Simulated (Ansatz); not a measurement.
# Re (sc type): a single-point run

The task is a single-point run on Re (sc type).

Method: DFT, PBE, PAW with Ansatz's default frozen-core files, scalar-relativistic, in Ansatz 0.2.0.

2 further runs of the same task are left out: 2 that didn't finish.

**1. The system as given**

Symmetry: Pm-3m, No. 221, cubic system. Conventional cell: a = 2.471 Å, b = 2.471 Å, c = 2.471 Å, α = 90.00°, β = 90.00°, γ = 90.00°. Re (site symmetry m-3m) is surrounded by 6 Re at 2.47 Å.

As a file:

```xyz
1
Lattice="2.4707 0.0000 0.0000 0.0000 2.4707 0.0000 0.0000 0.0000 2.4707" Properties=species:S:1:pos:R:3 pbc="T T T"
Re    0.0000    0.0000    0.0000
```

**2. Input and run**

The input, input.yaml:

```yaml
crystal:
  lattice:
    - [2.4706808905, 0.0, 0.0]
    - [0.0, 2.4706808905, 0.0]
    - [0.0, 0.0, 2.4706808905]
  atoms:
    - { symbol: Re, position: [0.0, 0.0, 0.0] }
kpoints:
  mp_grid: { grid: [1, 1, 1] }
scf:
  occupations: { method: fermi_dirac, width: 0.08 }
  max_iter: 100
hamiltonian:
  xc: pbe
  pseudopotentials: { kind: paw }
output:
  forces: true
  stress: true
  eigenvalues: true
  populations: true
```

Launch:

```sh
$ ansatz run input.yaml --threads 1 --pin off --max-ram 2048MiB --backend cpu --events-out ev --progress --plain --runs-dir out
```

Q: Will this input give a usable result? If not, why, and what should change?

The program finished normally. It gives a pressure of 62 GPa, which is large; a structure far from rest gives such values too, whatever the setting.

The suspect setting: kpoints.mp_grid.grid is [1, 1, 1]. Band dispersion is ignored when only one k-point is used.

To check: set kpoints.mp_grid.grid to [15, 15, 15].
